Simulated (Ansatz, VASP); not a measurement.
## HfH3: VASP beside Ansatz

Contents of INCAR:

```
SYSTEM = HfH3
ALGO = Normal ; EDIFF = 1E-6
ENCUT = 520 ; ISIF = 2
ISMEAR = -1 ; LASPH = .True.
LCHARG = .False. ; LREAL = .False.
LWAVE = .False. ; NBANDS = 14
NELM = 100 ; PREC = Accurate
SIGMA = 0.1
```

The input KPOINTS:

```
k-points
0
Gamma
  3 3 3
  0 0 0
```

The input POSCAR:

```
HfH3
1.0
    3.0845540000      0.0000000000      0.0000000000
    0.0000000000      3.0845540000      0.0000000000
    0.0000000000      0.0000000000      3.0845540000
Hf H
1 3
Direct
    0.0000000000      0.0000000000      0.0000000000
    0.0000000000      0.5000000000      0.5000000000
    0.5000000000      0.0000000000      0.5000000000
    0.5000000000      0.5000000000      0.0000000000
```

Input for Ansatz:

```yaml
crystal:
  lattice:
    - [3.084554, 0.0, 0.0]
    - [0.0, 3.084554, 0.0]
    - [0.0, 0.0, 3.084554]
  atoms:
    - { symbol: Hf, position: [0.0, 0.0, 0.0] }
    - { symbol: H, position: [0.0, 0.5, 0.5] }
    - { symbol: H, position: [0.5, 0.0, 0.5] }
    - { symbol: H, position: [0.5, 0.5, 0.0] }
kpoints:
  mp_grid:
    grid: [3, 3, 3]
hamiltonian:
  xc: lda
scf:
  occupations:
    method: fermi_dirac
    width: 0.1
output:
  forces: true
  stress: true
```

The cell comes from a database or a generator and needn't be the stable form of this composition.

Alike in both runs: task single point; functional LDA; k mesh 3 × 3 × 3; occupations fermi-dirac, width 0.1 eV; no spin polarisation.

|  | VASP | Ansatz |
| --- | --- | --- |
| version | VASP 6.6.1 | Ansatz 0.2.0 |
| potentials or method | VASP PAW LDA potentials, release 64 (Hf_pv, H) | plane waves, PAW |
| plane-wave cutoff (eV) | 520 | 420 |
| valence electrons in the cell | 13 | 29 |

Ansatz gave:

- pressure (GPa): -5.3

Question: Which values does VASP return?

Answer: Pressure (GPa): -5.4.

The two sets of potentials don't hold the same shells in valence.

Caveats: the k mesh is coarse (spacing up to 0.68 Å⁻¹), so the values aren't converged. Spin-orbit coupling is left out, which matters for the levels of Hf.
